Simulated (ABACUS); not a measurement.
## BN under changes of volume

One of the cells (8.967 Å³/atom); the others are scaled copies at fixed shape and fractional positions:

```
N B
1.0
     2.49824    0.00000    0.00000
    -1.24912    2.16354    0.00000
     0.00000    0.00000    6.63570
N B
2 2
Direct
  0.66667 0.33333 0.25000
  0.33333 0.66667 0.75000
  0.66667 0.33333 0.75000
  0.33333 0.66667 0.25000
```

| Property | Result |
| --- | --- |
| Program | ABACUS 3.10.1 |
| Functional | PBE |
| Potentials or basis | PseudoDojo NC SR 0.4.1 PBE standard |
| Cutoff | 1143 eV |
| Density cutoff | 4572 eV |
| Basis | plane waves |
| k mesh | 12 × 12 × 4 |
| Occupations | fermi-dirac, width 0.05 eV |
| Spin | no spin polarisation |

| volume (Å³/atom) | energy over the lowest point (meV/atom) | pressure (GPa) | gap on the mesh (eV) |
| --- | --- | --- | --- |
| 8.429 | 46.36 | 22.2 | 4.39 |
| 8.608 | ? | ? | ? |
| 8.787 | 10.76 | 10.0 | 4.34 |
| 8.967 | 2.55 | 4.7 | 4.32 |
| 9.146 | 0.00 | -0.1 | 4.30 |
| 9.325 | 2.63 | -4.5 | 4.27 |
| 9.505 | 9.98 | -8.6 | 4.25 |

Task: What does the run at 8.608 Å³/atom give?

Result: Energy over the lowest point 25.17 meV/atom; pressure 15.8 GPa; gap on the mesh 4.37 eV.

Worked out: A Birch-Murnaghan fit of order 3 (a polynomial in V^(-2/3)) to the other rows has its minimum at 9.14 Å³/atom with B0 = V·E''(V) = 235 GPa and B' = 3.7 at fixed shape and positions, which overstates the stiffness. It gives 25.16 meV/atom at 8.608 Å³/atom, against the run's 25.17, and -dE/dV = 15.8 GPa, against 15.8. A straight line through the other rows of the gap, of slope -1.16 eV per unit of ln V, gives 4.37 eV, against the run's 4.37.

Energies are extrapolated to zero smearing.

Caveats: there are fewer bands than atomic start orbitals, so a level may be missed at k points of high symmetry; this functional lacks dispersion, which binds the layers, so the pressure and a relaxed spacing across them are unreliable.

A mesh can miss the band edges.
